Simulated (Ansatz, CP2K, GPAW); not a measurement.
# Bi: 3 runs at one level of theory

```xyz
1
Lattice="3.4319 0.0000 0.0000 -1.1440 3.2357 0.0000 -1.1440 -1.6178 2.8022" Properties=species:S:1:pos:R:3 pbc="T T T"
Bi    0.0000    0.0000    0.0000
```

This isn't the form of Bi at room conditions, which is rhombohedral.

Alike in all runs: task single point; functional LDA; k mesh 9 × 9 × 9; occupations gaussian, width 0.05 eV; no spin polarisation; no spin-orbit coupling. LDA stands for any of its common fits. Pressure is positive in compression and, in plane waves, holds the error of the finite cutoff.

| program and potentials | plane-wave cutoff (eV) | notes | pressure (GPa) |
| --- | --- | --- | --- |
| CP2K, GTH_POTENTIALS Bi GTH-PADE-q5; TZVP-MOLOPT-PBE-GTH basis | - | atomic basis; 5 valence electrons an atom on average | -3.02 |
| GPAW, the program's PAW data sets (release 1.2.1) made for this functional | 600 | 15 valence electrons an atom on average | -3.44 |
| Ansatz, all-electron LAPW, scalar-relativistic | - | - | -3.31 |

The pressure spans -3.44 (GPAW, the program's PAW data sets (release 1.2.1) made for this functional) to -3.02 GPa (CP2K, GTH_POTENTIALS Bi GTH-PADE-q5; TZVP-MOLOPT-PBE-GTH basis), with all-electron results at -3.31. Rows in atomic bases carry the error of their basis and grid, which can be large.

The functional is the same throughout but for its coding, so the spread measures potentials, basis and numerics; runs on potential files found faulty are left out.
